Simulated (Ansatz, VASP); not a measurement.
## Two plane-wave programs on SiO2

File INCAR:

```
ALGO     = Normal         # electronic algorithm
EDIFF    = 1E-6           # SCF threshold, eV
ENCUT    = 520            # plane-wave cutoff, eV
GGA      = CA             # functional
ISIF     = 2              # what is computed and relaxed
ISMEAR   = 0              # smearing method
LASPH    = T              # aspherical terms in the spheres
LCHARG   = T              # write CHGCAR
LELF     = T              # ELF
LREAL    = F              # projectors in reciprocal space
LVHAR    = T            
LWAVE    = F              # write WAVECAR
NBANDS   = 25             # bands
NELM     = 60             # most SCF steps
PREC     = Accurate       # precision mode
SIGMA    = 0.05           # smearing width, eV
```

File KPOINTS:

```
k-points
0
Gamma
  6 6 8
```

The input POSCAR:

```
SiO2
1.0
    4.0305000000      0.0000000000      0.0000000000
    0.0000000000      4.0305000000      0.0000000000
    0.0000000000      0.0000000000      2.6613102772
Si O
2 4
Direct
    0.5000000000      0.5000000000      0.5000000000
    0.0000000000      0.0000000000      0.0000000000
    0.6944252994      0.6944252994      0.0000000000
    0.1944252994      0.8055747006      0.5000000000
    0.3055747006      0.3055747006      0.0000000000
    0.8055747006      0.1944252994      0.5000000000
```

Input for Ansatz:

```yaml
crystal:
  lattice:
    - [4.0305, 0.0, 0.0]
    - [0.0, 4.0305, 0.0]
    - [0.0, 0.0, 2.6613102772]
  atoms:
    - { symbol: Si, position: [0.5, 0.5, 0.5] }
    - { symbol: Si, position: [0.0, 0.0, 0.0] }
    - { symbol: O, position: [0.6944252994, 0.6944252994, 0.0] }
    - { symbol: O, position: [0.1944252994, 0.8055747006, 0.5] }
    - { symbol: O, position: [0.3055747006, 0.3055747006, 0.0] }
    - { symbol: O, position: [0.8055747006, 0.1944252994, 0.5] }
basis:
  ecutwfc: 520.0
kpoints:
  mp_grid: { grid: [6, 6, 8] }
hamiltonian:
  xc: lda
  pseudopotentials: { kind: paw, azcp: { folder: soft_1 } }
scf:
  occupations: { method: gaussian, width: 0.05 }
output:
  forces: true
  stress: true
  eigenvalues: true
```

Alike in both runs: task single point; functional LDA; k mesh 6 × 6 × 8; occupations gaussian, width 0.05 eV; no spin polarisation.

```csv
,VASP,Ansatz
version,VASP 6.6.1,Ansatz 0.2.0
potentials or method,"VASP PAW LDA potentials, release 64 (Si, O)","scalar-relativistic, plane waves, PAW"
plane-wave cutoff (eV),520,520
valence electrons in the cell,32,32
```

|  | VASP | Ansatz | Ansatz less VASP |
| --- | --- | --- | --- |
| gap on the k mesh at the Fermi level (eV) | 6.18 | 6.23 | +0.049 |
| least direct gap on the mesh (eV) | 6.18 | 6.23 | +0.049 |
| pressure (GPa) | 23.3 | 22.0 | -1.27 |
| largest component of the traceless stress (GPa) | 7.33 | 7.93 | +0.595 |
| rms of the force components (eV/Å) | 0.250 | 0.239 | -0.0111 |

Atom by atom the forces differ by 0.011 eV/Å (rms over components). Ansatz warned: «pseudo_functional_mismatch».

Caveats: so large a pressure means that the cell lies far from this level's equilibrium, or that cutoff or potentials fall short (VASP). A hybrid or GW would open this gap; LDA tends to underestimate it. A k mesh can miss the band edges.
